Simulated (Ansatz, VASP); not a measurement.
**Two plane-wave programs on Sb**

```
CELL_PARAMETERS angstrom
-1.57397 1.57397 2.46344
1.57397 -1.57397 2.46344
1.57397 1.57397 -2.46344
ATOMIC_POSITIONS crystal
Sb 0.00000 0.00000 0.00000
```

Alike in both runs: task single point; functional PBEsol; k mesh 18 × 18 × 18; occupations gaussian, width 0.1 eV; no spin polarisation.

|  | VASP | Ansatz |
| --- | --- | --- |
| version | VASP 6.6.1 | Ansatz 0.2.0 |
| potentials or method | VASP PAW PBE potentials, release 64 (Sb) | scalar-relativistic, plane waves, PAW |
| plane-wave cutoff (eV) | 520 | 420 |
| valence electrons in the cell | 5 | 15 |

VASP gave:

- gap on the k mesh at the Fermi level (eV): none
- pressure (GPa): 5.8
- largest component of the traceless stress (GPa): 0.19

What did Ansatz give for the same quantities?

gap on the k mesh at the Fermi level (eV): none; pressure (GPa): 5.8; largest component of the traceless stress (GPa): 0.23.

A gap of «none» marks a metal or a gap that the smearing closes. The two sets of potentials don't hold the same shells in valence.

Caveats: the PAW data sets were made with another functional, which shifts forces and pressure a little (VASP). The runs have no spin-orbit coupling, so splittings on Sb are missing.
